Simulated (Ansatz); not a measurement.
Six crystals in the bcc structure, computed with PBE in Ansatz (plane waves, PAW datasets (generated soft set 1); cutoff 420 eV), no spin polarisation, no spin–orbit coupling, Fermi–Dirac smearing of 0.061 eV, k-spacing 0.06 Å⁻¹.

(1) Rank them by lattice constant, smallest first.
A. Ir
B. Ca
C. Sc
D. Pd
E. Lu
F. Cu

## Answers

(1) F (2.884 Å), A (3.111 Å), D (3.138 Å), C (3.678 Å), E (3.899 Å), B (4.384 Å).

Model structures, not the usual forms at ambient conditions (metastable or hypothetical): Ca, Cu, Sc, Pd, Ir, Lu. Spin polarisation is left out, and a magnetic state may lie lower for Ir.
